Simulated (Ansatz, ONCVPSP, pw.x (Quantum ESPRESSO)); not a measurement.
**pw.x on fcc Os: one setting changed**

Potential: optimised norm-conserving Vanderbilt (ONCV), ONCVPSP 4.0.1, PBE; core [Kr] 4d10 4f14, reference 5s2 5p6 5d6 6s2; waves: 5s+6s: rc 1.75 bohr, ncon 4, nbas 7, qcut 7.7 1/bohr, 2 projectors; 5p: rc 1.50 bohr, ncon 4, nbas 8, qcut 11.4 1/bohr, 2 projectors, debl 0.8 Ha; 5d: rc 2.05 bohr, ncon 4, nbas 9, qcut 8.2 1/bohr, 2 projectors, debl 2.7 Ha; local part: polynomial inside 1.15 bohr (lpopt 5, dvloc0 4 Ha); core correction: Teter function, fcfact 5.25, rcfact 1.4. In the p channel the program set the typed energies aside and used -1.868, 0.250 Ha.

The reference run (k-mesh 15³, cutoffs 105/420 Ry, Fermi–Dirac 0.01 Ry, mixing_beta 0.4, conv_thr 1e-9, no spin) gives -3.77 GPa at 14.323 Å³/atom, where all-electron LAPW gives 0.41 GPa. This run, with its own iteration cap, changes degauss to 0.02.

```
&control
  calculation='scf', prefix='x', pseudo_dir='./', outdir='./tmp', tstress=.true., disk_io='none'
/
&system
  ibrav=0, nat=1, ntyp=1, ecutwfc=105, ecutrho=420, nbnd=16,
  occupations='smearing', smearing='fd', degauss=0.02
/
&electrons
  conv_thr=1e-09, mixing_beta=0.4, electron_maxstep=50
/
ATOMIC_SPECIES
Os 1.0 Os.UPF
CELL_PARAMETERS angstrom
  0.00000000 1.92753083 1.92753083
  1.92753083 0.00000000 1.92753083
  1.92753083 1.92753083 0.00000000
ATOMIC_POSITIONS crystal
Os 0.0000 0.0000 0.0000
K_POINTS automatic
15 15 15 0 0 0
```

```bash
pw.x < Os.scf.in > Os.scf.out
```

**Question.** How does the run end?

**Answer.** It converges in 7 iterations; the free energy moves by -73.4 meV/atom and the pressure by +1.53 GPa. In a metal, with Fermi–Dirac smearing, F lies below its zero-width value by a term in the square of the width.

```
Message from routine setup:
     using ibrav=0 with symmetry is DISCOURAGED, use correct ibrav instead
     lattice parameter (alat)  =       5.1513  a.u.
     unit-cell volume          =      96.6564 (a.u.)^3
     number of electrons       =        16.00
     number of Kohn-Sham states=           16
     kinetic-energy cutoff     =     105.0000  Ry
     charge density cutoff     =     420.0000  Ry
     scf convergence threshold =      1.0E-09
     Exchange-correlation= PBE
     number of k points=   120  Fermi-Dirac smearing, width (Ry)=  0.0200
     iteration #  1     ecut=   105.00 Ry     beta= 0.40
     total energy              =    -203.75006530 Ry
     estimated scf accuracy    <       0.03162904 Ry
     iteration #  2     ecut=   105.00 Ry     beta= 0.40
     total energy              =    -203.75281575 Ry
     estimated scf accuracy    <       0.00246687 Ry
     iteration #  3     ecut=   105.00 Ry     beta= 0.40
     total energy              =    -203.75318492 Ry
     estimated scf accuracy    <       0.00022172 Ry
     iteration #  4     ecut=   105.00 Ry     beta= 0.40
     total energy              =    -203.75319310 Ry
     estimated scf accuracy    <       0.00000445 Ry
     iteration #  5     ecut=   105.00 Ry     beta= 0.40
     total energy              =    -203.75319388 Ry
     estimated scf accuracy    <       0.00000018 Ry
     iteration #  6     ecut=   105.00 Ry     beta= 0.40
     total energy              =    -203.75319392 Ry
     estimated scf accuracy    <          2.9E-09 Ry
     iteration #  7     ecut=   105.00 Ry     beta= 0.40
     the Fermi energy is    25.3849 ev
!    total energy              =    -203.75319392 Ry
     estimated scf accuracy    <          2.1E-10 Ry
     smearing contrib. (-TS)   =      -0.01506488 Ry
     The total energy is F=E-TS. E is the sum of the following terms:
     one-electron contribution =     -23.09085521 Ry
     hartree contribution      =      23.16972976 Ry
     xc contribution           =     -42.70197790 Ry
     ewald contribution        =    -161.11502568 Ry
     convergence has been achieved in   7 iterations
          total   stress  (Ry/bohr**3)                   (kbar)     P=      -22.41
     Message from routine punch:
     Nothing written, as per user request (disk_io='none')
```

The run took about 34 s on one core of a shared host (Intel(R) Xeon(R) 6975P-C, 192 threads, 756 GiB, load 167).
